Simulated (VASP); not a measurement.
# Ga3Se (Pm-3m) in VASP: equation of state, part 2 of 2

VASP 6.6.1. The steps go on from the part before.

### Step 4. Equation of state, PBEsol, 21.34 Å³/atom (volume scaled by 0.98)

Contents of INCAR:

```
PREC     = Accurate       # precision mode
ENCUT    = 520            # plane-wave cutoff, eV
EDIFF    = 1E-7           # SCF threshold, eV
ISMEAR   = -1             # smearing method
SIGMA    = 0.05           # smearing width, eV
LREAL    = F              # projectors in reciprocal space
LASPH    = T              # aspherical terms in the spheres
NELM     = 60             # most SCF steps
ALGO     = Normal         # electronic algorithm
ISIF     = 2              # what is computed and relaxed
LWAVE    = F              # write WAVECAR
LCHARG   = F              # write CHGCAR
GGA      = PS             # functional
NBANDS   = 30             # bands
```

Contents of KPOINTS:

```
regular mesh
0
Gamma
  6 6 6
```

Contents of POSCAR:

```
Ga3Se
1.0
    4.4027160164      0.0000000000      0.0000000000
    0.0000000000      4.4027160164      0.0000000000
    0.0000000000      0.0000000000      4.4027160164
Se Ga
1 3
Direct
    0.0000000000      0.0000000000      0.0000000000
    0.5000000000      0.5000000000      0.0000000000
    0.5000000000      0.0000000000      0.5000000000
    0.0000000000      0.5000000000      0.5000000000
```

Potentials or basis: VASP PAW PBE potentials, release 64 (Se, Ga_d).

Run with:

```console
$ cat potpaw_PBE.64/Se/POTCAR potpaw_PBE.64/Ga_d/POTCAR > POTCAR
$ mpirun -np 1 vasp_std > vasp.out
```

OUTCAR:

```text
PREC = Accurate
   ENCUT = 520
   EDIFF = 1E-7
   ISMEAR = -1
   LREAL = F
   LASPH = T
   NELM = 60
   ISIF = 2
   GGA = PS

 Found     20 irreducible k-points:

 Following reciprocal coordinates:
            Coordinates               Weight
  0.000000  0.000000  0.000000      1.000000
  0.166667  0.000000  0.000000      6.000000
  0.333333  0.000000  0.000000      6.000000
  0.500000  0.000000  0.000000      3.000000
[... 277 lines left out ...]

  FORCE on cell =-STRESS in cart. coord.  units (eV):
  Direction    XX          YY          ZZ          XY          YZ          ZX
  --------------------------------------------------------------------------------------
  -------------------------------------------------------------------------------------
  Total       -1.5273865     -1.5273865     -1.5273865      0.0000000     -0.0000000      0.0000000
  in kB      -28.6746095    -28.6746095    -28.6746095      0.0000000     -0.0000000      0.0000000
  external PRESSURE =     -28.6746095 kB  Pullay stress =       0.0000000 kB

 VOLUME and BASIS-vectors are now :
 -----------------------------------------------------------------------------
  energy-cutoff  :      520.00
  volume of cell :       85.34
      direct lattice vectors                 reciprocal lattice vectors
     4.402716016  0.000000000  0.000000000     0.227132524  0.000000000  0.000000000
     0.000000000  4.402716016  0.000000000     0.000000000  0.227132524  0.000000000
     0.000000000  0.000000000  4.402716016     0.000000000  0.000000000  0.227132524

 POSITION                                       TOTAL-FORCE (eV/Angst)
 -----------------------------------------------------------------------------------
      0.00000      0.00000      0.00000         0.000000      0.000000      0.000000
      2.20136      2.20136      0.00000         0.000000      0.000000      0.000000
      2.20136      0.00000      2.20136         0.000000      0.000000      0.000000
      0.00000      2.20136      2.20136         0.000000      0.000000      0.000000
 -----------------------------------------------------------------------------------
    total drift:                                0.000000      0.000000      0.000000

  FREE ENERGIE OF THE ION-ELECTRON SYSTEM (eV)
  ---------------------------------------------------
  free  energy   TOTEN  =       -13.9827350968 eV

  energy  without entropy=      -13.9727462893  energy(sigma->0) =      -13.97774069
```

stdout:

```text
POSCAR found type information on POSCAR SeGa
 POSCAR found :  2 types and       4 ions
 scaLAPACK will be used
 -----------------------------------------------------------------------------
|                                                                             |
|                                                                             |
|     You enforced a specific xc type in the INCAR file but a different       |
|     I HOPE YOU KNOW WHAT YOU ARE DOING!                                     |
|                                                                             |
 -----------------------------------------------------------------------------

 LDA part: xc-table for (Slater+PW92), standard interpolation
 POSCAR, INCAR and KPOINTS ok, starting setup
 FFT: planning ... GRIDC
 FFT: planning ... GRID_SOFT
 FFT: planning ... GRID
 WAVECAR not read
 entering main loop
```

Run time: 33 s. Hardware: 1 thread of AMD EPYC 9R45 (Zen 5), shared host; peak memory 0.19 GiB.

What came out:

| Quantity | Value |
| --- | --- |
| Free energy | -13.9827 eV |
| Pressure | -2.9 GPa |
| Band gap on the k mesh | none (metal or under the smearing width) |

Caveat: the PAW data sets were made with another functional, which shifts forces and pressure a little.

### Step 5. Equation of state, PBEsol, 22.21 Å³/atom (volume scaled by 1.02)

INCAR is that of step 4.

KPOINTS is that of step 4.

Contents of POSCAR:

```
Ga3Se
1.0
    4.4618199283      0.0000000000      0.0000000000
    0.0000000000      4.4618199283      0.0000000000
    0.0000000000      0.0000000000      4.4618199283
Se Ga
1 3
Direct
    0.0000000000      0.0000000000      0.0000000000
    0.5000000000      0.5000000000      0.0000000000
    0.5000000000      0.0000000000      0.5000000000
    0.0000000000      0.5000000000      0.5000000000
```

Run with:

```console
$ cat potpaw_PBE.64/Se/POTCAR potpaw_PBE.64/Ga_d/POTCAR > POTCAR
$ mpirun -np 1 vasp_std > vasp.out
```

It took 30 s on 1 thread of AMD EPYC 9R45 (Zen 5), shared host; peak memory 0.19 GiB.

It converged, with:

```yaml
Free_energy: -13.9058 eV
Pressure: -4.2 GPa
Band_gap_on_the_k_mesh: none (metal or under the smearing width)
```

Caveat: the PAW data sets were made with another functional, which shifts forces and pressure a little.

### Step 6. Equation of state, PBEsol, 22.64 Å³/atom (volume scaled by 1.04)

INCAR is that of step 5.

KPOINTS is that of step 5.

Contents of POSCAR:

```
Ga3Se
1.0
    4.4907935969      0.0000000000      0.0000000000
    0.0000000000      4.4907935969      0.0000000000
    0.0000000000      0.0000000000      4.4907935969
Se Ga
1 3
Direct
    0.0000000000      0.0000000000      0.0000000000
    0.5000000000      0.5000000000      0.0000000000
    0.5000000000      0.0000000000      0.5000000000
    0.0000000000      0.5000000000      0.5000000000
```

Potentials or basis: VASP PAW PBE potentials, release 64 (Se, Ga_d).

Run with:

```console
$ cat potpaw_PBE.64/Se/POTCAR potpaw_PBE.64/Ga_d/POTCAR > POTCAR
$ mpirun -np 1 vasp_std > vasp.out
```

It took 31 s on 1 thread of AMD EPYC 9R45 (Zen 5), shared host; peak memory 0.19 GiB.

Results (log left out):

- Free energy: -13.8576 eV
- Pressure: -4.7 GPa
- Band gap on the k mesh: none (metal or under the smearing width)

Caveat: the PAW data sets were made with another functional, which shifts forces and pressure a little.

### Step 7. Equation of state, PBEsol, 23.08 Å³/atom (volume scaled by 1.06)

INCAR is that of step 6.

KPOINTS is that of step 6.

Contents of POSCAR:

```
Ga3Se
1.0
    4.5193981489      0.0000000000      0.0000000000
    0.0000000000      4.5193981489      0.0000000000
    0.0000000000      0.0000000000      4.5193981489
Se Ga
1 3
Direct
    0.0000000000      0.0000000000      0.0000000000
    0.5000000000      0.5000000000      0.0000000000
    0.5000000000      0.0000000000      0.5000000000
    0.0000000000      0.5000000000      0.5000000000
```

Run with:

```console
$ cat potpaw_PBE.64/Se/POTCAR potpaw_PBE.64/Ga_d/POTCAR > POTCAR
$ mpirun -np 1 vasp_std > vasp.out
```

Run time: 30 s. Hardware: 1 thread of AMD EPYC 9R45 (Zen 5), shared host; peak memory 0.19 GiB.

It converged, with:

| Property | Result |
| --- | --- |
| Free energy | -13.8042 eV |
| Pressure | -5.2 GPa |
| Band gap on the k mesh | none (metal or under the smearing width) |

Caveat: the PAW data sets were made with another functional, which shifts forces and pressure a little.

### Step 8. Equation of state, PBEsol

Potentials or basis: VASP PAW PBE potentials, release 64 (Se, Ga_d).

This step only gathers the single runs of the series.

Results:

```yaml
Equilibrium_volume: "19.97 Å³/atom (rough: see the caveat)"
Bulk_modulus: 51 GPa (rough)
```

Energy against volume, from the lowest point:
| volume (Å³/atom) | energy (meV/atom) |
| --- | --- |
| 20.465 | 0.00 |
| 20.900 | 4.45 |
| 21.335 | 11.18 |
| 21.771 | 19.92 |
| 22.206 | 30.42 |
| 22.642 | 42.45 |
| 23.077 | 55.83 |

Caveat: the minimum lies outside the volumes run; the PAW data sets were made with another functional, which shifts forces and pressure a little.
